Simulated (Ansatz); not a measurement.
**Relaxation path: La (omega type)**

DFT, PBE, PAW with Ansatz's default frozen-core files, scalar-relativistic (Ansatz 0.2.0); a Γ-centred 7×7×9 k mesh, Fermi–Dirac smearing of 0.05 eV, no spin polarisation. The run relaxes cell and atoms at a target pressure of 4.4 GPa.

Command: `ansatz run input.yaml --threads 1 --pin off --max-ram 3584MiB --backend cpu --events-out ev --progress --plain --runs-dir out` It took 32 s on 1 thread of Arm Neoverse V2, on a shared host, peak memory 0.39 GiB.

PAW: frozen-core files, cutoff 420 eV; forces are relaxed below 0.005 eV/Å.

Each step lists its enthalpy F + pV a cell above the last geometry, the pressure, the cell vectors (Å), and Cartesian positions (Å) with forces (eV/Å).

The first step:

```
step 1  dH = 18.26 meV  P = 3.79 GPa
  cell 5.6920 0.0000 0.0000  -2.8460 4.9295 0.0000  0.0000 0.0000 3.5291
  La 0.0000 0.0000 0.0000   0.0000 0.0000 0.0000
  La 0.0000 3.2863 1.7645   0.0000 0.0000 0.0000
  La 2.8460 1.6432 1.7645   0.0000 0.0000 0.0000
```

Spin–orbit coupling is left out, which matters for the heavy atoms.

The symmetry of the start is kept and no stability test is made, so the end need not be the stable phase.

Question: Where does the relaxation end, and by which steps?

Answer: After 5 geometries, with conventional a, b, c = 5.730, 5.730, 3.408 Å, at 32.302 Å³/atom (-2.14 % against the start) in space group P6/mmm, with a shortest distance of 3.308 Å. The further steps:
```
step 2  dH = 4.11 meV  P = 4.32 GPa
  cell 5.6984 0.0000 0.0000  -2.8492 4.9349 0.0000  0.0000 0.0000 3.4607
  La 0.0000 0.0000 0.0000   0.0000 0.0000 0.0000
  La 0.0000 3.2900 1.7303   0.0000 0.0000 0.0000
  La 2.8492 1.6450 1.7303   0.0000 0.0000 0.0000
step 3  dH = 0.87 meV  P = 4.36 GPa
  cell 5.7490 0.0000 0.0000  -2.8745 4.9788 0.0000  0.0000 0.0000 3.3877
  La 0.0000 0.0000 0.0000   0.0000 0.0000 0.0000
  La 0.0000 3.3192 1.6938   0.0000 0.0000 0.0000
  La 2.8745 1.6596 1.6938   0.0000 0.0000 0.0000
step 4  dH = 0.01 meV  P = 4.40 GPa
  cell 5.7282 0.0000 0.0000  -2.8641 4.9608 0.0000  0.0000 0.0000 3.4101
  La 0.0000 0.0000 0.0000   0.0000 0.0000 0.0000
  La 0.0000 3.3072 1.7051   0.0000 0.0000 0.0000
  La 2.8641 1.6536 1.7051   0.0000 0.0000 0.0000
step 5  dH = 0.00 meV  P = 4.40 GPa
  cell 5.7301 0.0000 0.0000  -2.8650 4.9624 0.0000  0.0000 0.0000 3.4079
  La 0.0000 0.0000 0.0000   0.0000 0.0000 0.0000
  La 0.0000 3.3083 1.7040   0.0000 0.0000 0.0000
  La 2.8650 1.6541 1.7040   0.0000 0.0000 0.0000
step 6  dH = 0.07 meV  P = 4.40 GPa  (same geometry on a basis chosen anew; earlier energies don't compare to the last digit)
  cell 5.7301 0.0000 0.0000  -2.8650 4.9624 0.0000  0.0000 0.0000 3.4079
  La 0.0000 0.0000 0.0000   0.0000 0.0000 0.0000
  La 0.0000 3.3083 1.7040   0.0000 0.0000 0.0000
  La 2.8650 1.6541 1.7040   0.0000 0.0000 0.0000
```
